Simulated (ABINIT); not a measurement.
A run of ABINIT 10.8.3 (patched build):

run.abi

```
# Datasets: one volume each
ndtset 7
getwfk -1
scalecart1 3*0.9795861087
scalecart2 3*0.9864848297
scalecart3 3*0.9932883884
scalecart4 3*1.0000000000
scalecart5 3*1.0066227096
scalecart6 3*1.0131594038
scalecart7 3*1.0196128224

# Pseudopotentials
pp_dirpath "./"
pseudos "Ir.upf"

# Structure
acell 3*1.0 Angstrom
rprim
     0.0000000000     1.9156000000     1.9156000000
     1.9156000000     0.0000000000     1.9156000000
     1.9156000000     1.9156000000     0.0000000000
ntypat 1
znucl 77
natom 1
typat 1
xred
     0.0000000000     0.0000000000     0.0000000000

# Plane-wave basis
ecut 34.0

# k points
kptopt 1
ngkpt 12 12 12
nshiftk 1
shiftk 0.0 0.0 0.0

# Exchange and correlation
ixc 11

# Bands and occupations
nband 13
occopt 3
tsmear 0.00183747

# SCF cycle
nstep 100
tolvrs 1.0e-10

# Output
iomode 3
prtwf 1
prtden 0
prteig 0
prtebands 0
```

Potentials or basis: PseudoDojo NC SR PBE v0.5 standard.

Command:

```console
$ abinit run.abi > log 2>&1
```

Hardware: 1 thread of Intel(R) Xeon(R) Platinum 8488C (Sapphire Rapids) (shared host).

Task: Estimate the wall time of this run.

Result: It took 2.9 min on 1 thread of Intel(R) Xeon(R) Platinum 8488C (Sapphire Rapids) (shared host), peak memory 0.12 GiB. Counts: scf iterations 49, mpi ranks 1, k points 72, bands 13, plane waves 872.
